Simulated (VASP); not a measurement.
Input of a VASP 6.6.1 run:

File INCAR:

```
ALGO     = Normal         # electronic algorithm
EDIFF    = 1E-7           # SCF threshold, eV
ENCUT    = 520            # plane-wave cutoff, eV
ISIF     = 2              # what is computed and relaxed
ISMEAR   = -1             # smearing method
LASPH    = True           # aspherical terms in the spheres
LCHARG   = False          # write CHGCAR
LREAL    = False          # projectors in reciprocal space
LWAVE    = False          # write WAVECAR
NBANDS   = 16             # bands
NELM     = 60             # most SCF steps
PREC     = Accurate       # precision mode
SIGMA    = 0.05           # smearing width, eV
```

KPOINTS

```
k-points
0
Gamma
  8 8 8
```

POSCAR

```
GaSb
1.0
    0.0000000000      3.0590000000      3.0590000000
    3.0590000000      0.0000000000      3.0590000000
    3.0590000000      3.0590000000      0.0000000000
Sb Ga
1 1
Direct
    0.7500000000      0.7500000000      0.7500000000
    0.0000000000      0.0000000000      0.0000000000
```

Potentials or basis: VASP PAW LDA potentials, release 64 (Sb, Ga_d).

Command:

```bash
$ cat potpaw_LDA.64/Sb/POTCAR potpaw_LDA.64/Ga_d/POTCAR > POTCAR
$ mpirun -np 1 vasp_std > vasp.out
```

(1) What does it give for the band gap on the k mesh?

(2) Estimate the pressure.

Results:

(1) zero (filled and empty bands touch).

(2) -1.6 GPa.

Caveat: spin-orbit coupling is left out, which moves the levels of the heavy elements.

**The experiment to reproduce.**

A printed reference work, data compilation reports, for a bulk crystal of GaSb at 4.2 K: band gap 0.811 eV (direct).

A measured gap of GaSb is 0.811 eV (direct; 4.2 K; a printed reference work, data compilation); the calculated 0.00 eV misses it by -0.81 eV. Spin-orbit coupling on Ga, Sb is left out. The value is that of LDA on a finite k mesh, which can miss the band edges, without temperature or zero-point motion. Semilocal functionals fall short of measured gaps as a rule.
